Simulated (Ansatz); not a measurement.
## Relaxing NaH in the wurtzite type

First guess:

```xyz
4
Lattice="3.3232 0.0000 0.0000 -1.6616 2.8779 0.0000 0.0000 0.0000 5.4167" Properties=species:S:1:pos:R:3 pbc="T T T"
Na    0.0000    1.9186    0.0000
Na    1.6616    0.9593    2.7084
H     0.0000    1.9186    2.0367
H     1.6616    0.9593    4.7451
```

The calculation used DFT, PBE, PAW with Ansatz's default frozen-core files, scalar-relativistic (Ansatz 0.2.0).

Cell and atoms relax within the symmetry of the start on a 14×14×8 k mesh with 0.03 eV Fermi–Dirac smearing.

The start is built from a prototype, known or not as a phase of this compound; the cutoff is 420 eV.

**Question.** What is the pressure of the first guess?

**Answer.** 9.70 GPa.

**Question.** What does it relax to?

**Answer.** a = 3.972 Å, b = 3.972 Å, c = 4.874 Å, α = 90.00°, β = 90.00°, γ = 120.00° (conventional cell), 16.65 Å³ per atom:
Space group P6_3/mmc (No. 194). a = 3.972 Å, b = 3.972 Å, c = 4.874 Å, α = 90.00°, β = 90.00°, γ = 120.00°
```tsv
atom	site	symmetry	x	y	z
Na	2d	-6m2	0.3333	0.6667	0.7500
H	2c	-6m2	0.3333	0.6667	0.2500
```
It has left the symmetry of the starting type.

**Question.** How much energy does the relaxation release?

**Answer.** 126 meV/atom.
